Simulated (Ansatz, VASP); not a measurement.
NiSb (Breithauptite) in VASP and in Ansatz

File INCAR:

```
ALGO = Normal
EDIFF = 1E-7
ENCUT = 520
GGA = PE
ISIF = 2
ISMEAR = -1
ISPIN = 2
LASPH = True
LCHARG = True
LELF = True
LMAXMIX = 4
LORBIT = 11
LREAL = False
LVHAR = True
LWAVE = False
MAGMOM = 0 0 1 1
NBANDS = 27
NELM = 100
PREC = Accurate
SIGMA = 0.05
```

The input KPOINTS:

```
k-points
0
Gamma
  8 8 5
```

Contents of POSCAR:

```
NiSb
1.0
    3.9280000000      0.0000000000      0.0000000000
   -1.9640000000      3.4017477861      0.0000000000
    0.0000000000      0.0000000000      5.1200000000
Sb Ni
2 2
Direct
    0.6653170000      0.3352620000      0.7536850000
    0.3395280000      0.6669140000      0.2449290000
    0.0016720000      0.0146190000      0.5026020000
   -0.0027640000     -0.0034110000     -0.0048130000
```

File input.yaml:

```yaml
crystal:
  lattice:
    - [3.928, 0.0, 0.0]
    - [-1.964, 3.4017477861, 0.0]
    - [0.0, 0.0, 5.12]
  atoms:
    - { symbol: Sb, position: [0.665317, 0.335262, 0.753685] }
    - { symbol: Sb, position: [0.339528, 0.666914, 0.244929] }
    - { symbol: Ni, position: [0.001672, 0.014619, 0.502602], spin: 1.0 }
    - { symbol: Ni, position: [-0.002764, -0.003411, -0.004813], spin: 1.0 }
hamiltonian:
  xc: pbe
  pseudopotentials: { kind: paw }
magnetization:
  spin_polarized: true
kpoints:
  mp_grid: { grid: [8, 8, 5] }
scf:
  occupations: { method: fermi_dirac, width: 0.05 }
output:
  forces: true
  stress: true
  eigenvalues: true
```

Change from the starting cell: atoms moved at random, drawn with an rms of 0.05 Å.

Alike in both runs: task single point; functional PBE; k mesh 8 × 8 × 5; occupations fermi-dirac, width 0.05 eV; collinear spin, ferromagnetic start.

|  | VASP | Ansatz |
| --- | --- | --- |
| version | VASP 6.6.1 | Ansatz 0.2.0 |
| potentials or method | VASP PAW PBE potentials, release 64 (Sb, Ni) | Ansatz PAW |
| plane-wave cutoff (eV) | 520 | 420 |
| valence electrons in the cell | 30 | 66 |

VASP gave:

- gap on the k mesh at the Fermi level (eV): none
- pressure (GPa): 3.8
- largest component of the traceless stress (GPa): 0.46
- rms of the force components (eV/Å): 0.180
- net moment per atom (μB): 0.00

**Question.** What did Ansatz give for the same quantities?

**Answer.** gap on the k mesh at the Fermi level (eV): none; pressure (GPa): 3.9; largest component of the traceless stress (GPa): 0.46; rms of the force components (eV/Å): 0.181; net moment per atom (μB): 0.00.

Atom by atom the forces differ by 0.001 eV/Å (rms over components). A gap of «none» marks a metal or a gap that the smearing closes. The two sets of potentials don't hold the same shells in valence.

Caveats: the starting moments weren't kept (Ansatz). The runs have no spin-orbit coupling, so splittings on Sb are missing.
